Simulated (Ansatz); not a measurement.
W: energy change per atom and pressure as volume scale varies

Plane-wave DFT, scalar-relativistic PAW made under PBE with cores redone for the functional, no dispersion; the given relaxed cell is scaled uniformly, energy at zero smearing counts from the unscaled cell, pressure at the given Fermi-Dirac smearing is positive in compression. The results are calculated, by Ansatz 0.2.0.

The cell before it is scaled or strained (space group Fd-3m, No. 227):
```
cell vectors (Å)
   0.0000     2.9288     2.9288
   2.9288     0.0000     2.9288
   2.9288     2.9288     0.0000
atoms (fractions of the cell vectors)
W   0.12500  0.12500  0.12500
W   0.87500  0.87500  0.87500
```

Settings of every row: spin polarised no; functional revPBE; wave cutoff 420 eV; smearing width 0.1 eV; k mesh 11x11x11.

Atom starting moment: 0 on all atoms.

Limits: some atoms lie unusually close (a squeezed, shaken or made-up cell); no spin-orbit coupling, which can matter with elements this heavy.

```csv
row,volume scale,V (Å³/atom),energy change per atom (meV),pressure (GPa)
1,0.88,22.108,157.36,18.89
2,0.92,23.113,?,?
3,0.96,24.118,14.55,5.11
4,1.04,26.128,14.62,-4.24
5,1.08,27.133,53.28,-7.71
6,1.12,28.138,111.74,-10.57
```

Question: what energy change per atom and pressure should row 2 give?

Worked fit of energy change per atom. Take u = (V_r/V)^(2/3) − 1 with V_r = 26.128 Å³ an atom, which is twice the finite (Eulerian) strain; such expansions in the strain, on which the Birch-Murnaghan equation of state is built, carry the rest volume and the bulk modulus. The shown rows have u = 0.11782, 0.05482, 0, -0.02485, -0.04821. Least squares give energy change per atom = 14.835 − 1072.174 × u + 19373.34 × u² meV; a straight line predicts inner rows, each left out in turn, worse (root mean square 64 against 0.45 meV). The rows lie off it by -0.08, 0.27, -0.22, -0.16, 0.19 (root mean square 0.19 meV). Its lowest point lies at u = 0.0277, or V = 25.08 Å³ an atom, and the curvature there gives the bulk modulus at fixed shape and fractions, B = (4/9)(1 + u)² E″(u)/V = 116 GPa. The withheld row has u = 0.08518, so the fit gives 14.835 − 1072.174 × (0.08518) + 19373.34 × (0.08518)² = 64.07 meV.

The calculation gave 64.48 meV. The fit lies 0.41 meV (0.29 % of the column's range) below it; its largest miss of a shown row is 0.27 meV.

Worked fit of pressure. Take u = (V_r/V)^(2/3) − 1 with V_r = 26.128 Å³ an atom, which is twice the finite (Eulerian) strain; such expansions in the strain, on which the Birch-Murnaghan equation of state is built, carry the rest volume and the bulk modulus. The shown rows have u = 0.11782, 0.05482, 0, -0.02485, -0.04821. Least squares give pressure = −4.258 + 149.622 × u + 397.04 × u² GPa; a straight line predicts inner rows, each left out in turn, worse (root mean square 1.3 against 0.046 GPa). The rows lie off it by 0.01, -0.03, 0.02, 0.02, -0.02. The pressure vanishes at u = 0.0266, or V = 25.12 Å³ an atom, and there the bulk modulus at fixed shape and fractions is B = −V dP/dV = (2/3)(1 + u) dP/du = 117 GPa. The withheld row has u = 0.08518, so the fit gives −4.258 + 149.622 × (0.08518) + 397.04 × (0.08518)² = 11.37 GPa.

The calculation gave 11.32 GPa. The fit lies 0.05 GPa (0.17 % of the column's range) above it; its largest miss of a shown row is 0.03 GPa.
